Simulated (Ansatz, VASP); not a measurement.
**LaH3 in VASP and in Ansatz**

Contents of POSCAR:

```
LaH3
1.0
    0.0000000000      2.8095087964      2.8095087964
    2.8095087964      0.0000000000      2.8095087964
    2.8095087964      2.8095087964      0.0000000000
La H
1 3
Direct
    0.0000000000      0.0000000000      0.0000000000
    0.5000000000      0.5000000000      0.5000000000
    0.7500000000      0.7500000000      0.7500000000
    0.2500000000      0.2500000000      0.2500000000
```

INCAR.step1

```
PREC = Accurate
ENCUT = 520
ISMEAR = 1
SIGMA = 0.1
LREAL = False
LASPH = True
NELM = 60
NBANDS = 15
GGA = PE
ALGO = Normal
EDIFF = 1E-4
LWAVE = True
LCHARG = False
```

INCAR.step2

```
PREC = Accurate
ENCUT = 520
EDIFF = 1E-6
ISMEAR = 1
SIGMA = 0.1
LREAL = False
LASPH = True
NELM = 60
ALGO = Normal
ISIF = 2
LWAVE = False
LCHARG = False
METAGGA = R2SCAN
LMIXTAU = True
NBANDS = 15
ISTART = 1
```

The input KPOINTS:

```
Automatic mesh
0
Gamma
  7 7 7
```

Input for Ansatz:

```yaml
crystal:
  lattice:
    - [0.0, 2.809508796436034, 2.809508796436034]
    - [2.809508796436034, 0.0, 2.809508796436034]
    - [2.809508796436034, 2.809508796436034, 0.0]
  atoms:
    - { symbol: La, position: [0.0, 0.0, 0.0] }
    - { symbol: H, position: [0.5, 0.5, 0.5] }
    - { symbol: H, position: [0.75, 0.75, 0.75] }
    - { symbol: H, position: [0.25, 0.25, 0.25] }
basis:
  ecutwfc: 600.0
kpoints:
  mp_grid:
    grid: [7, 7, 7]
hamiltonian:
  xc: r2scan
  pseudopotentials:
    kind: paw
scf:
  convergence:
    dr2_threshold: 1.0e-08
  occupations:
    method: methfessel_paxton
output:
  stress: true
```

The cell comes from a database or a generator and needn't be the stable form of this composition.

Alike in both runs: task single point; functional r2SCAN; k mesh 7 × 7 × 7; no spin polarisation.

```csv
,VASP,Ansatz
version,VASP 6.6.1,Ansatz 0.2.0
potentials or method,"VASP PAW PBE potentials, release 64 (La, H)","plane waves, PAW"
plane-wave cutoff (eV),520,600
occupations,"methfessel-paxton of order 1, width 0.1 eV",methfessel-paxton of order 1
valence electrons in the cell,14,14
```

```tsv
	VASP	Ansatz	Ansatz less VASP
pressure (GPa)	-2.3	-1.9	+0.37
```

Ansatz warned: «stress_scf_threshold_loose».

Caveats: the PAW data sets were made with another functional, which shifts forces and pressure a little (VASP).
